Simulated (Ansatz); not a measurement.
# k-point convergence of GW for SnO (puckered monolayer (GeS type))

Wanted: mesh convergence of the gap correction in SnO (puckered monolayer (GeS type)).

Method: G0W0 on PBE, plane waves, PAW; PAW set soft_1, in Ansatz 0.2.0.

This is a report of a sequence of runs, with most program output left out.

## Step 1: The structure

The cell holds 4 atoms: 2 Sn and 2 O. Cell: a = 4.051 Å, b = 3.649 Å, c = 27.900 Å, α = 90.0°, β = 90.0°, γ = 90.0°. Vacuum lies along c.

The structure was relaxed with PBE. The runs that relaxed it are not among those shown. The Coulomb interaction is cut off across the vacuum.

## Step 2: The 2×2×1 mesh

Now the one-shot GW correction: screening in the RPA, then the self-energy of the levels asked for. This step takes PAW set soft_1 files.

input.yaml

```yaml
crystal:
  lattice:
    - [4.0514457101, 0.0, 0.0]
    - [0.0, 3.6485742088, 0.0]
    - [0.0, 0.0, 27.9]
  atoms:
    - { symbol: Sn, position: [0.2999864356, 0.0, 0.5419295849] }
    - { symbol: O, position: [0.3000135644, 0.5, 0.4962318703] }
    - { symbol: Sn, position: [0.7999864356, 0.5, 0.4580704151] }
    - { symbol: O, position: [-0.1999864356, 0.0, 0.5037681297] }
  periodic: [true, true, false]
kpoints:
  mp_grid: { grid: [2, 2, 1] }
hamiltonian:
  xc: pbe
  pseudopotentials: { kind: paw, azcp: { folder: soft_1 } }
scf:
  occupations: { method: fixed }
gw:
  n_empty_bands: 371
  ecut_chi: 54.0
  qp_bands: [v2, c2]
  qp_kpoints: band_edges
  screening: { model: contour_deformation }
```

Launch:

```
$ ansatz run input.yaml --threads 4 --pin off --max-ram 17510MiB --backend cpu --events-out ev --progress --plain --runs-dir out
```

The job ended after 16 s (4 threads of Intel Xeon Platinum 8488C (Sapphire Rapids), shared host; peak memory 2.3 GiB; 62 s of CPU time).

Numbers from this step:

```yaml
bands_summed: 391
plane_waves_in_the_screening_matrix: 369
q_points_in_the_mesh: 4
g0w0_gap_on_the_mesh: 4.117 eV
k_of_the_valence_top: 0, 0, 0
k_of_the_conduction_bottom: 0, 0, 0
starting_gap_on_the_mesh: 3.085 eV
z_at_the_valence_top: 0.7519
z_at_the_conduction_bottom: 0.8041
least_direct_g0w0_gap_on_the_computed_points: 4.117 eV
```

The gap on the mesh goes from 3.08 eV to 4.12 eV, a correction of +1.03 eV, though a band edge has moved to another state.

## Step 3: The 2×4×1 mesh

Only the mesh changes. It samples the long-range screening, which converges on its own terms.

Changes to input.yaml since step 2:

```diff
@@ -12,3 +12,3 @@
 kpoints:
-  mp_grid: { grid: [2, 2, 1] }
+  mp_grid: { grid: [2, 4, 1] }
 hamiltonian:
```

Wall time 40 s (4 threads); peak memory 3.7 GiB.

Numbers from this step:

* bands summed: 391
* plane waves in the screening matrix: 369
* q-points in the mesh: 8
* G0W0 gap on the mesh: 4.431 eV
* k of the valence top: 0, 0.25, 0
* k of the conduction bottom: 0, 0, 0
* starting gap on the mesh: 2.946 eV
* Z at the valence top: 0.7606
* Z at the conduction bottom: 0.8185
* least direct G0W0 gap on the computed points: 4.574 eV

Against the run with 2×2×1 mesh, 371 empty bands, screening to 54 eV, PAW set soft_1 files, the gap moves by +0.31 eV, while the start moved by −0.14 eV. A band edge is found at another k point on this mesh.

## Step 4: The 4×4×1 mesh

Changes to input.yaml since step 3:

```diff
@@ -12,3 +12,3 @@
 kpoints:
-  mp_grid: { grid: [2, 4, 1] }
+  mp_grid: { grid: [4, 4, 1] }
 hamiltonian:
```

Elapsed: 87 s, on 4 threads; peak memory 3.6 GiB.

This step gave:

```yaml
bands_summed: 391
plane_waves_in_the_screening_matrix: 369
g0w0_gap_on_the_mesh: 4.629 eV
k_of_the_valence_top: 0, 0.25, 0
k_of_the_conduction_bottom: 0, 0, 0
starting_gap_on_the_mesh: 2.939 eV
least_direct_g0w0_gap_on_the_computed_points: 4.783 eV
```

Against the run with 2×4×1 mesh, 371 empty bands, screening to 54 eV, PAW set soft_1 files, the gap moves by +0.20 eV.

## Step 5: The 6×6×1 mesh

Changes to input.yaml since step 4:

```diff
@@ -12,3 +12,3 @@
 kpoints:
-  mp_grid: { grid: [4, 4, 1] }
+  mp_grid: { grid: [6, 6, 1] }
 hamiltonian:
```

Run time: 4.2 min. Hardware: 4 threads; peak memory 4 GiB.

This step gave:

| Property | Result |
| --- | --- |
| bands summed | 391 |
| plane waves in the screening matrix | 369 |
| G0W0 gap on the mesh | 4.670 eV |
| k of the valence top | 0, 0.3333, 0 |
| k of the conduction bottom | 0, 0, 0 |
| starting gap on the mesh | 2.942 eV |
| least direct G0W0 gap on the computed points | 4.836 eV |

Against the run with 4×4×1 mesh, 371 empty bands, screening to 54 eV, PAW set soft_1 files, the gap moves by +0.04 eV. A band edge is found at another k point on this mesh.

## Step 6: The meshes together

Times are wall times on 4 threads of Intel Xeon Platinum 8488C (Sapphire Rapids), shared host, good to a factor of about two.

```csv
mesh,points,irreducible,start (eV),G0W0 (eV),shift (eV),mean of 1 + 4πα/V (set by the cell height),time
2×2×1,4,4,3.085,4.117,+1.032,1.73,16 s
2×4×1,8,6,2.946,4.431,+1.485,1.63,40 s
4×4×1,16,9,2.939,4.629,+1.690,1.59,87 s
6×6×1,36,16,2.942,4.670,+1.729,1.59,4.2 min
```

## Step 7: Results

```
2×2×1    : 4.117 eV (shift +1.032)
2×4×1    : 4.431 eV (shift +1.485)
4×4×1    : 4.629 eV (shift +1.690)
6×6×1    : 4.670 eV (shift +1.729)
settings : PBE start, 371 empty bands, 54 eV
```

What this shows: The shift is +1.03 eV on 2×2×1 and +1.73 eV on 6×6×1. On 6×6×1 the edges lie at (0.000, 0.333, 0.000) and Γ, on 4×4×1 at (0.000, 0.250, 0.000) and Γ, so these two shifts belong to different pairs of states. The mean of 1 + 4πα/V (set by the cell height) ranges from 1.59 to 1.73 and ends at 1.59. On 6×6×1 the states that bound the G0W0 gap lie 3.032 eV apart in the start, so part of the shift is a change of edge. The starting gap changes too, by 0.15 eV, since the meshes hold different points and converge the density differently. From 4 to 36 points the time grows 15-fold. Bands and cutoff are modest here, so the values stand off the basis limit. The mesh in the plane is coarse for a sheet; gap and any exciton binding can still move on denser ones. The many-body steps are scalar-relativistic: spin-orbit coupling is not in them.

[Paths, hosts, dates, memory and timing lines, banners, echoed tables and standing remarks are left out of the program output.]

[Logs are printed without paths, hosts, clocks, repeated set-up lines and the standing remarks that a program may print on its own settings, such as how far it seeks lower states.]

[Runs of the session that timed out or met a known fault of the program may be left out.]

[Cells called generated may have been cut or substituted from an entry of the Crystallography Open Database or the Materials Project.]

[Hosts, paths, dates, database ids (printed as entryN), source tags and the programs' standing remarks are cut or masked in the printed files.]
